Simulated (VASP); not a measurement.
**TiO2 in VASP: one cell, several levels of theory**

TiO2 (fluorite) is computed at one geometry. Runs: PBE, r2SCAN, LDA, PBEsol, the dielectric response in PBE. This is a trial cell built on a prototype, not taken from a measured structure, and it needn't be the compound's ground state.

Program: VASP 6.6.1. PAW datasets, plane waves. Simulation only: spin-unpolarised, and no claim that this is the phase found in nature.

## Step 1: The structure to begin with

The cell comes from an earlier relaxation with r2SCAN in another program.

The symmetry is Fm-3m (No. 225, cubic); conventional cell a = 4.794 Å, 9.18 Å³ an atom. Around Ti lie 8 O at 2.08 Å; around O lie 4 Ti at 2.08 Å.

Coordinates:

```cif
data_structure
_symmetry_space_group_name_H-M 'P 1'
_symmetry_Int_Tables_number 1
_cell_length_a 3.3896
_cell_length_b 3.3896
_cell_length_c 3.3896
_cell_angle_alpha 60.000
_cell_angle_beta 60.000
_cell_angle_gamma 60.000
_cell_volume 27.54
loop_
_atom_site_label
_atom_site_type_symbol
_atom_site_fract_x
_atom_site_fract_y
_atom_site_fract_z
_atom_site_occupancy
Ti1 Ti 0.00000 0.00000 0.00000 1
O1 O 0.25000 0.25000 0.25000 1
O2 O 0.75000 0.75000 0.75000 1
```

## Step 2: PBE

The input, INCAR:

```
ENCUT = 520.000000
SIGMA = 0.020000
EDIFF = 1.00e-07
GGA = PE
PREC = Accurate
IBRION = -1
ISIF = 2
ISMEAR = -1
NBANDS = 19
NELM = 120
NSW = 0
LASPH = .TRUE.
LCHARG = .FALSE.
LWAVE = .FALSE.
LREAL = .FALSE.
```

The input, KPOINTS:

```
KPOINTS created by Atomic Simulation Environment
0
Gamma
10 10 10
0 0 0
```

The input, KPOINTS_OPT:

```
special points
6
Reciprocal
0.0000000000 0.0000000000 0.0000000000 1
0.5000000000 0.0000000000 0.5000000000 1
0.5000000000 0.2500000000 0.7500000000 1
0.3750000000 0.3750000000 0.7500000000 1
0.5000000000 0.5000000000 0.5000000000 1
0.6250000000 0.2500000000 0.6250000000 1
```

The input, POSCAR:

```
Ti O
 1.0000000000000000
     0.0000000000000000    2.3968272536098962    2.3968272536098962
     2.3968272536098962   -0.0000000000000000    2.3968272536098962
     2.3968272536098962    2.3968272536098962    0.0000000000000000
 Ti  O
   1   2
Cartesian
 -0.0000000000000000 -0.0000000000000000 -0.0000000000000000
  1.1984136268049479  1.1984136268049479  1.1984136268049479
  3.5952408804148437  3.5952408804148437  3.5952408804148437
```

Potentials: the recommended PBE PAW datasets, 24 valence electrons in the neutral cell.

Run with:

```bash
$ mpirun -np 1 vasp_std
```

## Step 3: r2SCAN

The input, INCAR:

```
ENCUT = 520.000000
SIGMA = 0.010000
EDIFF = 1.00e-07
ALGO = Normal
METAGGA = R2SCAN
PREC = Accurate
IBRION = -1
ISIF = 2
ISMEAR = 0
NBANDS = 19
NELM = 120
NSW = 0
LASPH = .TRUE.
LCHARG = .TRUE.
LELF = .TRUE.
LWAVE = .FALSE.
LREAL = .FALSE.
```

KPOINTS is that of step 2.

KPOINTS_OPT is that of step 2.

POSCAR is that of step 2.

## Step 4: LDA

The input, INCAR:

```
ENCUT = 520.000000
SIGMA = 0.010000
EDIFF = 1.00e-07
GGA = CA
PREC = Accurate
IBRION = -1
ISIF = 2
ISMEAR = 0
NBANDS = 19
NELM = 120
NSW = 0
LASPH = .TRUE.
LCHARG = .FALSE.
LWAVE = .FALSE.
LREAL = .FALSE.
```

KPOINTS is that of step 3.

KPOINTS_OPT is that of step 3.

POSCAR is that of step 3.

Potentials: the recommended LDA PAW datasets, 24 valence electrons in the neutral cell.

## Step 5: PBEsol

INCAR, as its differences from that of step 4:

```diff
@@ -3,3 +3,3 @@
 EDIFF = 1.00e-07
-GGA = CA
+GGA = PS
 PREC = Accurate
```

KPOINTS is that of step 4.

KPOINTS_OPT is that of step 4.

POSCAR is that of step 4.

Potentials: the recommended PBE PAW datasets, 24 valence electrons in the neutral cell.

## Step 6: Dielectric tensor and Born charges, PBE

The input, INCAR:

```
ENCUT = 520.000000
SIGMA = 0.010000
EDIFF = 1.00e-08
GGA = PE
PREC = Accurate
IBRION = -1
ISIF = 2
ISMEAR = 0
NBANDS = 19
NELM = 120
NSW = 0
LASPH = .TRUE.
LCHARG = .FALSE.
LEPSILON = .TRUE.
LWAVE = .FALSE.
LREAL = .FALSE.
```

The input, KPOINTS:

```
KPOINTS created by Atomic Simulation Environment
0
Gamma
12 12 12
0 0 0
```

POSCAR is that of step 5.

What does the calculation give? Wanted: for each run, gap; pressure.

The runs gave:

| level | gap (eV) | pressure (GPa) |
| --- | --- | --- |
| PBE | 1.13 | 6.76 |
| r2SCAN | 1.55 | 1.54 |
| LDA | 1.00 | -8.65 |
| PBEsol | 1.07 | -1.86 |

| quantity | VASP |
| --- | --- |
| ε∞, PBE | 9.95 |
| Born charge of Ti (e) | +6.59 |
| Born charge of O (e) | -3.30 |

What this shows: The gap runs from 1.00 eV (LDA) to 1.55 eV (r2SCAN). The pressure is highest with PBE (6.8 GPa) and lowest with LDA (-8.6 GPa), which orders the cells that they would relax to. A mean ε∞ of 10.0 means a refractive index near 3.16 below the gap.
